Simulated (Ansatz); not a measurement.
# Preparing HfO2 (P2_1/c) as a host crystal, part 2 of 2

Before any defect goes in: HfO2 (P2_1/c) at rest, and how it screens a charge.

Ansatz 0.2.0; plane-wave PAW DFT, PBEsol; relaxation of the host's cell and atoms; PAW set soft_1 (the session's first sound run).

So far. Step 3 (Dielectric tensors of the host): The principal values of the electronic dielectric tensor are 4.69, 5.07 and 5.10. The principal values of the static dielectric tensor are 14.94, 18.84 and 20.97.

## (4) Defect free supercell relaxed in its symmetry

This cell, the one that will hold the defects, is built from the relaxed host. Its coarser k-points can move the atoms a little, so it is relaxed from the symmetric sites, as the reference for the test of stability.

This step: plane-wave PAW DFT, PBEsol; relaxation of the defect-free supercell in its symmetry; PAW set soft_1 (Ansatz 0.2.0).

System of this step: HfO2 (P2_1/c). The cell holds 96 atoms: 32 Hf and 64 O. Its edges and angles: a = 10.192 Å, b = 10.355 Å, c = 10.542 Å, α = 90.0°, β = 99.6°, γ = 90.0°.

Contents of pristine.symmetric/input.yaml:

```yaml
crystal:
  lattice:
    - [10.1921241429, 0.0, -0.0032967114]
    - [0.0, 10.3550610872, 0.0]
    - [-1.7563542387, 0.0, 10.3946742571]
  atoms:
    - { symbol: Hf, position: [0.1385773138, 0.228511038, 0.3540935296] }
    - { symbol: Hf, position: [0.3614226862, 0.478511038, 0.3959064704] }
    - { symbol: Hf, position: [0.3614226862, 0.271488962, 0.1459064704] }
    - { symbol: Hf, position: [0.1385773138, 0.021488962, 0.1040935296] }
    - { symbol: O, position: [0.2235658705, 0.3708982996, 0.4900109196] }
    - { symbol: O, position: [0.2764341295, 0.1208982996, 0.2599890804] }
    - { symbol: O, position: [0.2764341295, 0.1291017004, 0.0099890804] }
    - { symbol: O, position: [0.2235658705, 0.3791017004, 0.2400109196] }
    - { symbol: O, position: [0.0356475312, 0.1687329528, 0.1703912172] }
    - { symbol: O, position: [0.4643524688, 0.4187329528, 0.0796087828] }
    - { symbol: O, position: [0.4643524688, 0.3312670472, 0.3296087828] }
    - { symbol: O, position: [0.0356475312, 0.0812670472, 0.4203912172] }
    - { symbol: Hf, position: [0.1385773138, 0.228511038, 0.8540935297] }
    - { symbol: Hf, position: [0.3614226862, 0.478511038, 0.8959064704] }
    - { symbol: Hf, position: [0.3614226862, 0.271488962, 0.6459064704] }
    - { symbol: Hf, position: [0.1385773138, 0.021488962, 0.6040935296] }
    - { symbol: O, position: [0.2235658705, 0.3708982996, 0.9900109196] }
    - { symbol: O, position: [0.2764341295, 0.1208982996, 0.7599890804] }
    - { symbol: O, position: [0.2764341295, 0.1291017004, 0.5099890804] }
    - { symbol: O, position: [0.2235658705, 0.3791017004, 0.7400109196] }
    - { symbol: O, position: [0.0356475312, 0.1687329528, 0.6703912171] }
    - { symbol: O, position: [0.4643524688, 0.4187329528, 0.5796087829] }
    - { symbol: O, position: [0.4643524688, 0.3312670472, 0.8296087829] }
    - { symbol: O, position: [0.0356475312, 0.0812670472, 0.9203912172] }
    - { symbol: Hf, position: [0.1385773138, 0.728511038, 0.3540935296] }
    - { symbol: Hf, position: [0.3614226862, 0.978511038, 0.3959064704] }
    - { symbol: Hf, position: [0.3614226862, 0.771488962, 0.1459064704] }
    - { symbol: Hf, position: [0.1385773138, 0.521488962, 0.1040935296] }
    - { symbol: O, position: [0.2235658705, 0.8708982996, 0.4900109196] }
    - { symbol: O, position: [0.2764341295, 0.6208982996, 0.2599890804] }
[... 60 atom lines left out ...]
    - { symbol: O, position: [0.7764341295, 0.6291017004, 0.5099890804] }
    - { symbol: O, position: [0.7235658705, 0.8791017004, 0.7400109196] }
    - { symbol: O, position: [0.5356475312, 0.6687329528, 0.6703912171] }
    - { symbol: O, position: [0.9643524688, 0.9187329528, 0.5796087829] }
    - { symbol: O, position: [0.9643524688, 0.8312670472, 0.8296087829] }
    - { symbol: O, position: [0.5356475312, 0.5812670472, 0.9203912172] }
basis:
  ecutwfc: 420
  xc_grid: 2
hamiltonian:
  xc: pbesol
  pseudopotentials: { kind: paw, azcp: { folder: soft_1 }, xc_functional: pbe }
kpoints:
  mp_grid: { grid: [1, 1, 1] }
scf:
  occupations: { method: fermi_dirac, width: 0.01 }
  max_iter: 100
  lower_state_search: "off"
output:
  forces: true
relax:
  f_tol: 0.015
  max_steps: 60
  escape_saddle: false
checkpoint:
  write: "../pristine.symmetric.run"
  compress: false
  write_wavefunctions: false
  write_every: 100000
```

Command:

```
$ ansatz run input.yaml --threads 32 --pin off --max-ram 84787MiB --backend cuda --events-out ev --progress --plain --runs-dir out --max-vram 78GiB
```

Numbers of over 12 decimals in the logs are rounded to 6 here.

Log:

```text
[...]
device memory: the entry about to start is reckoned to put 4.2 GiB on a device that reports 174.2 GiB free (of which the cap on the GPU budget leaves the run 78.0 GiB)
GPU FFT provider: cuFFT
GPU libraries: cuBLAS 13.8.1, cuFFT 12.4.0, cuSOLVER 12.3.2
GPU matrix products: emulated (plane waves: as basis.precision tells), large ones in fixed point in workspaces of 1.00 GiB
Crystal: 96 atoms, lattice volume = 1096.995 Å³
Basis set: ecut = 420 eV, 21487 PW (Γ), exchange–correlation on 144×144×144 points (8 copies of the dense FFT grid, shifted against one another)
Bands: 730, of which v1, the nominal top of the filled ones, is band 608 counted from 1 (607 counted from 0)
Symmetry: 32 space group operations
[...]
k-points: 1
[...]
GPU buffer pool allocated for 373248 grid points (all kernels)
GPU transforms: local potential and band sums: pruned to the plane-wave sphere, on 72×72×72
[...]
SCF iter   1: F=—  HF=-535257.853435 eV  |Δ(HF+E_count)|=         —  Δρ=9.32e-2  dr2=7.78e1  Hψ=2163
[...]
SCF iter  10: F=-535233.778017 eV  HF=-535233.778016 eV  |Δ(HF+E_count)|=   1.08e-5  Δρ=1.34e-5  dr2=2.13e-6  Hψ=3176
SCF 1 converged in 10 iterations: F = -535233.778017 eV  dr2 = 2.13e-6
[...]
relax step   1: F+E_penalty+E_count = -535233.77801725 eV  Δ(F+E_penalty+E_count) = +0.000e0 eV  max|allowed force component| = 1.112e-2 eV/Å  Δτ_max = 0.0000 Å  (10 SCF iters, dr2 threshold 5.63e-6 eV, accepted)
[...]
SCF iter   4: F=-535233.778018 eV  HF=-535233.778018 eV  |Δ(HF+E_count)|=   1.71e-7  Δρ=1.51e-6  dr2=2.34e-8  Hψ=3116
SCF 2 converged in 4 iterations: F = -535233.778018 eV  dr2 = 2.34e-8
relax step   2: F+E_penalty+E_count = -535233.77801802 eV  Δ(F+E_penalty+E_count) = -7.732e-7 eV  max|allowed force component| = 1.111e-2 eV/Å  Δτ_max = 0.0000 Å  (4 SCF iters, accepted)
SCF converged after 4 iterations
Free energy (F): -535233.778018 eV
[...]
Internal energy: -535233.778018 eV  (E = F + TS)
E sigma→0 (E₀):  -535233.778018 eV
Fermi energy:    14.982627 eV
[...]
--- Forces (eV/Å), atoms counted from 1 ---
  atom   1  Hf    -0.01021601    -0.00855105    -0.00834951
  atom   2  Hf     0.01021601    -0.00855105     0.00834951
  atom   3  Hf     0.01021601     0.00855105     0.00834951
  atom   4  Hf    -0.01021601     0.00855105    -0.00834951
  atom   5  O     -0.00879871    -0.00194011    -0.00145439
  atom   6  O      0.00879871    -0.00194011     0.00145439
  [... 90 more lines of this table ...]
  max |Σ_I F_I| component: 2.43e-17 eV/Å
--- Relaxed structure (2 steps of the walk, 2 accepted, 0 SCFs on fresh bases) ---
  F+E_penalty+E_count = -535233.77801802 eV   max|allowed force component| = 1.111e-2 eV/Å
  atoms:
    - { symbol: Hf, position: [0.138577, 0.228511, 0.354094] }
    - { symbol: Hf, position: [0.361423, 0.478511, 0.395906] }
    - { symbol: Hf, position: [0.361423, 0.271489, 0.145906] }
    - { symbol: Hf, position: [0.138577, 0.021489, 0.104094] }
    - { symbol: O, position: [0.223566, 0.370898, 0.490011] }
    - { symbol: O, position: [0.2764341295, 0.120898, 0.2599890804] }
  [... 90 more lines of this table ...]
```

It took 2.3 s on 1 × NVIDIA GB200 with 32 threads of Arm Neoverse V2, shared host; peak memory 1 GiB; 5.8 s of CPU time.

No atom moved by 0.005 Å in the relaxation.

## (5) Defect free supercell relaxed from displaced atoms

This step: plane-wave PAW DFT, PBEsol; relaxation of the defect-free supercell from random displacements, a test of the host's stability; PAW set soft_1 (Ansatz 0.2.0).

pristine.rattled/input.yaml, as its differences from pristine.symmetric/input.yaml of step 4:

```diff
@@ -59,6 +59,6 @@
   f_tol: 0.015
-  max_steps: 60
-  escape_saddle: false
+  max_steps: 120
+  random_displacement: { amplitude: 0.06, seed: 7775 }
 checkpoint:
-  write: "../pristine.symmetric.run"
+  write: "../pristine.rattled.run"
   compress: false
```

Log:

```text
[...]
Crystal: 96 atoms, lattice volume = 1096.995 Å³
Basis set: ecut = 420 eV, 21487 PW (Γ), exchange–correlation on 144×144×144 points (8 copies of the dense FFT grid, shifted against one another)
Bands: 730, of which v1, the nominal top of the filled ones, is band 608 counted from 1 (607 counted from 0)
Symmetry: 1 space group operations
k-points: 1
[...]
SCF iter   1: F=—  HF=-535255.501718 eV  |Δ(HF+E_count)|=         —  Δρ=9.35e-2  dr2=7.89e1  Hψ=2164
[...]
SCF iter   2: F=—  HF=-535237.327200 eV  |Δ(HF+E_count)|=    1.82e1  Δρ=4.19e-2  dr2=1.82e1  Hψ=1421
[...]
SCF iter  11: F=-535231.014366 eV  HF=-535231.014367 eV  |Δ(HF+E_count)|=   5.16e-6  Δρ=1.53e-5  dr2=2.28e-6  Hψ=3388
SCF 1 converged in 11 iterations: F = -535231.014366 eV  dr2 = 2.28e-6
[...]
relax step   1: F+E_penalty+E_count = -535231.01436631 eV  Δ(F+E_penalty+E_count) = +0.000e0 eV  max|allowed force component| = 2.531e0 eV/Å  Δτ_max = 0.0000 Å  (11 SCF iters, dr2 threshold 5.63e-6 eV, accepted)
[...]
relax step   2: F+E_penalty+E_count = -535232.93310027 eV  Δ(F+E_penalty+E_count) = -1.919e0 eV  max|allowed force component| = 1.155e0 eV/Å  Δτ_max = 0.1316 Å  (7 SCF iters, dr2 threshold 1.00e-4 eV, accepted)
relax step   3: F+E_penalty+E_count = -535233.77636926 eV  Δ(F+E_penalty+E_count) = -8.433e-1 eV  max|allowed force component| = 4.072e-2 eV/Å  Δτ_max = 0.0862 Å  (6 SCF iters, dr2 threshold 8.34e-5 eV, accepted)
relax step   4: F+E_penalty+E_count = -535233.77640764 eV  Δ(F+E_penalty+E_count) = -3.837e-5 eV  max|allowed force component| = 4.031e-2 eV/Å  Δτ_max = 0.0000 Å  (6 SCF iters, accepted)
[...]
SCF iter   1: F=—  HF=-535233.770583 eV  |Δ(HF+E_count)|=         —  Δρ=6.01e-4  dr2=2.10e-3  Hψ=1322
[...]
SCF iter   2: F=—  HF=-535233.770230 eV  |Δ(HF+E_count)|=   3.54e-4  Δρ=3.12e-4  dr2=5.33e-4  Hψ=840
[...]
SCF iter   7: F=-535233.778671 eV  HF=-535233.778671 eV  |Δ(HF+E_count)|=   1.02e-7  Δρ=1.48e-6  dr2=2.26e-8  Hψ=3098
SCF 5 converged in 7 iterations: F = -535233.778671 eV  dr2 = 2.26e-8
relax step   5: F+E_penalty+E_count = -535233.77867060 eV  Δ(F+E_penalty+E_count) = -2.263e-3 eV  max|allowed force component| = 2.851e-3 eV/Å  Δτ_max = 0.0119 Å  (7 SCF iters, accepted)
SCF converged after 7 iterations
Free energy (F): -535233.778671 eV
[...]
Internal energy: -535233.778671 eV  (E = F + TS)
E sigma→0 (E₀):  -535233.778671 eV
Fermi energy:    14.981622 eV
[...]
--- Forces (eV/Å), atoms counted from 1 ---
  atom   1  Hf     0.00027591    -0.00227039    -0.00000605
  atom   2  Hf     0.00089007    -0.00228647     0.00075677
  atom   3  Hf    -0.00004573    -0.00254312     0.00034489
  atom   4  Hf     0.00011505     0.00069167    -0.00122415
  atom   5  O     -0.00025277     0.00081527     0.00007221
  atom   6  O     -0.00112521    -0.00022348    -0.00019864
  [... 90 more lines of this table ...]
  max |Σ_I F_I| component: 8.75e-5 eV/Å
--- Relaxed structure (5 steps of the walk, 5 accepted, 0 SCFs on fresh bases) ---
  F+E_penalty+E_count = -535233.77867060 eV   max|allowed force component| = 2.851e-3 eV/Å
  atoms:
    - { symbol: Hf, position: [0.138843, 0.228221, 0.353825] }
    - { symbol: Hf, position: [0.361714, 0.478213, 0.395670] }
    - { symbol: Hf, position: [0.361715, 0.271362, 0.145678] }
    - { symbol: Hf, position: [0.138846, 0.021357, 0.103839] }
    - { symbol: O, position: [0.223759, 0.370679, 0.489718] }
    - { symbol: O, position: [0.276812, 0.120683, 0.259789] }
  [... 90 more lines of this table ...]
```

Elapsed: 5.4 s, on 1 × NVIDIA GB200 with 32 threads; peak memory 1 GiB; 14 s of CPU time.

Relaxation path:

| step | energy less that of the first step (eV) | largest force component (eV/Å) |
| --- | --- | --- |
| 1 | 0.0000 | 2.5309 |
| 2 | -1.9187 | 1.1554 |
| 3 | -2.7620 | 0.0407 |
| 4 | -2.7620 | 0.0403 |
| 5 | -2.7643 | 0.0029 |

The relaxation ends 29 meV an atom lower than the displaced start, with a largest force component of 0.0029 eV/Å.

## (6) Host on a dense mesh

This step: plane-wave PAW DFT, PBEsol; single point of the defect-free host, a test of the k-point sampling; PAW set soft_1 (Ansatz 0.2.0).

System of this step: HfO2 (P2_1/c). Symmetry: P2_1/c, No. 14, monoclinic system. Conventional cell: a = 5.096 Å, b = 5.178 Å, c = 5.271 Å, α = 90.00°, β = 99.61°, γ = 90.00°. Nearest to Hf lie 7 O at 2.04 to 2.23 Å. O has 4 Hf at 2.14 to 2.23 Å nearest. O has 3 Hf at 2.04 to 2.13 Å nearest. Farther neighbours and most contacts between anions are not listed.

Contents of dense/input.yaml:

```yaml
crystal:
  lattice:
    - [5.0960620715, 0.0, -0.0016483557]
    - [0.0, 5.1775305436, 0.0]
    - [-0.8781771194, 0.0, 5.1973371285]
  atoms:
    - { symbol: Hf, position: [0.2771546276, 0.4570220761, 0.7081870593] }
    - { symbol: Hf, position: [0.7228453724, 0.9570220761, 0.7918129407] }
    - { symbol: Hf, position: [0.7228453724, 0.5429779239, 0.2918129407] }
    - { symbol: Hf, position: [0.2771546276, 0.0429779239, 0.2081870593] }
    - { symbol: O, position: [0.447131741, 0.7417965992, 0.9800218393] }
    - { symbol: O, position: [0.552868259, 0.2417965992, 0.5199781607] }
    - { symbol: O, position: [0.552868259, 0.2582034008, 0.0199781607] }
    - { symbol: O, position: [0.447131741, 0.7582034008, 0.4800218393] }
    - { symbol: O, position: [0.0712950624, 0.3374659056, 0.3407824343] }
    - { symbol: O, position: [0.9287049376, 0.8374659056, 0.1592175657] }
    - { symbol: O, position: [0.9287049376, 0.6625340944, 0.6592175657] }
    - { symbol: O, position: [0.0712950624, 0.1625340944, 0.8407824343] }
basis:
  ecutwfc: 420
  xc_grid: 2
hamiltonian:
  xc: pbesol
  pseudopotentials: { kind: paw, azcp: { folder: soft_1 }, xc_functional: pbe }
kpoints:
  mp_grid: { grid: [6, 6, 6] }
scf:
  occupations: { method: fermi_dirac, width: 0.01 }
  max_iter: 100
  lower_state_search: "off"
checkpoint:
  write: "../dense.run"
  compress: false
  write_wavefunctions: false
  write_every: 100000
```

Command:

```
$ ansatz run input.yaml --threads 32 --pin off --max-ram 84787MiB --backend cpu --events-out ev --progress --plain --runs-dir out
```

Log:

```text
[...]
Crystal: 12 atoms, lattice volume = 137.124 Å³
Basis set: ecut = 420 eV, 2689 PW (Γ), exchange–correlation on 72×72×72 points (8 copies of the dense FFT grid, shifted against one another)
Bands: 88, of which v1, the nominal top of the filled ones, is band 76 counted from 1 (75 counted from 0)
Symmetry: 4 space group operations
[...]
k-points: 80 of 216
[...]
SCF iter   1: F=—  HF=-66907.278389 eV  |Δ(HF+E_count)|=         —  Δρ=9.33e-2  dr2=9.75e0  Hψ=21651
[...]
SCF iter  11: F=-66904.260422 eV  HF=-66904.260422 eV  |Δ(HF+E_count)|=   1.74e-7  Δρ=3.92e-6  dr2=2.10e-8  Hψ=20239
SCF 1 converged in 11 iterations: F = -66904.260422 eV  dr2 = 2.10e-8
[...]
SCF converged after 11 iterations
Free energy (F): -66904.260422 eV
[...]
Internal energy: -66904.260422 eV  (E = F + TS)
E sigma→0 (E₀):  -66904.260422 eV
Fermi energy:    14.981108 eV
[...]
```

The job ended after 3.9 s (32 threads; peak memory 1.9 GiB; 80 s of CPU time).

## (7) Defect free supercell at the zone centre

The supercell is run at the zone centre, to see how far that sampling misses the dense mesh.

System of this step: HfO2 (P2_1/c). The cell holds 96 atoms: 32 Hf and 64 O. Its edges and angles: a = 10.192 Å, b = 10.355 Å, c = 10.542 Å, α = 90.0°, β = 99.6°, γ = 90.0°.

pristine.sampling_gamma/input.yaml, as its differences from pristine.rattled/input.yaml of step 5:

```diff
@@ -55,10 +55,4 @@
   lower_state_search: "off"
-output:
-  forces: true
-relax:
-  f_tol: 0.015
-  max_steps: 120
-  random_displacement: { amplitude: 0.06, seed: 7775 }
 checkpoint:
-  write: "../pristine.rattled.run"
+  write: "../pristine.sampling_gamma.run"
   compress: false
```

Command:

```
$ ansatz run input.yaml --threads 32 --pin off --max-ram 84787MiB --backend cuda --events-out ev --progress --plain --runs-dir out --max-vram 78GiB
```

Log:

```text
[...]
GPU FFT provider: cuFFT
GPU libraries: cuBLAS 13.8.1, cuFFT 12.4.0, cuSOLVER 12.3.2
[...]
Crystal: 96 atoms, lattice volume = 1096.995 Å³
Basis set: ecut = 420 eV, 21487 PW (Γ), exchange–correlation on 144×144×144 points (8 copies of the dense FFT grid, shifted against one another)
Bands: 704, of which v1, the nominal top of the filled ones, is band 608 counted from 1 (607 counted from 0)
Symmetry: 32 space group operations
[...]
k-points: 1
[...]
GPU buffer pool allocated for 373248 grid points (all kernels)
[...]
SCF iter   1: F=—  HF=-535257.859317 eV  |Δ(HF+E_count)|=         —  Δρ=9.32e-2  dr2=7.78e1  Hψ=2137
[...]
SCF iter  12: F=-535233.778018 eV  HF=-535233.778018 eV  |Δ(HF+E_count)|=   1.15e-7  Δρ=1.51e-6  dr2=1.78e-8  Hψ=2002
SCF 1 converged in 12 iterations: F = -535233.778018 eV  dr2 = 1.78e-8
[...]
SCF converged after 12 iterations
Free energy (F): -535233.778018 eV
[...]
Internal energy: -535233.778018 eV  (E = F + TS)
E sigma→0 (E₀):  -535233.778018 eV
Fermi energy:    14.982631 eV
[...]
```

The job ended after 2 s (1 × NVIDIA GB200 with 32 threads; peak memory 1.1 GiB).

## (8) Results

| Item | Value |
| --- | --- |
| primitive cell vectors, lengths | 5.096, 5.178, 5.271 Å |
| electronic dielectric constant | principal values (4.69, 5.07, 5.10) |
| static dielectric constant | principal values (14.94, 18.84, 20.97) |
| gap on the k-mesh of the response run (PBEsol) | 4.03 eV |
| supercell relaxed in its symmetry less the displaced and relaxed one | 0.001 eV |
| energy an atom at the zone centre alone less that on the dense mesh | 0.003 eV |

What this shows: Step 5: The energy fell by 2.764 eV from the randomly displaced start; the atoms end within 0.005 Å of the sites as typed, once the mean shift is taken out. The displaced cell ends within 0.01 eV of the symmetric one relaxed in its symmetry, so no lower structure shows in this supercell. The k-mesh can miss the band edges, so this gap is an upper bound at this level. All at zero temperature.

[Logs are printed without paths, hosts, clocks, repeated set-up lines and the standing remarks that a program may print on its own settings, such as how far it seeks lower states.]

[Hosts, paths, dates, database ids (printed as entryN), source tags and the programs' standing remarks are cut or masked in the printed files.]

[Runs of the host that timed out are not shown.]

[For some hosts the program warned that the k-mesh of the response run may be too coarse for force constants and the static dielectric constant; such warnings are not always shown.]
